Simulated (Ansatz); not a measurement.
**AlNi under changes of volume**

One of the cells (11.736 Å³/atom); the others are scaled copies at fixed shape and fractional positions:

```
Ni Al
1.0
     1.93869   -1.95319    0.00000
     1.93869    1.95319    0.00000
     0.00000    0.00000    3.09943
Ni Al
1 1
Direct
  0.50000 0.50000 0.50000
  0.00000 0.00000 0.00000
```

The cell comes from a database or a generator and needn't be the stable form of this composition.

```yaml
Program: Ansatz 0.2.0
Functional: PBE
Potentials_or_basis: Ansatz PAW
Cutoff: "420 eV (not typed: the program's choice for these potentials)"
k_mesh: 10 × 10 × 9
Occupations: fermi-dirac, width 0.05 eV
Spin: collinear spin, ferromagnetic start
Starting_moments: "[1.0, 0.0] μB"
```

```tsv
volume (Å³/atom)	energy over the lowest point (meV/atom)	pressure (GPa)
11.032	60.68	18.9
11.267	?	?
11.502	18.95	9.9
11.736	7.41	6.0
11.971	1.27	2.5
12.206	0.00	-0.7
12.441	3.12	-3.5
```

Problem. What does the run at 11.267 Å³/atom give?

Solution. Energy over the lowest point 36.48 meV/atom; pressure 14.2 GPa.

Worked out: A Birch-Murnaghan fit of order 3 (a polynomial in V^(-2/3)) to the other rows has its minimum at 12.15 Å³/atom with B0 = V·E''(V) = 159 GPa and B' = 4.3 at fixed shape and positions, which overstates the stiffness. It gives 36.48 meV/atom at 11.267 Å³/atom, against the run's 36.48, and -dE/dV = 14.2 GPa, against 14.2.

Energies are extrapolated to zero smearing.

Caveats: the starting moments weren't kept.
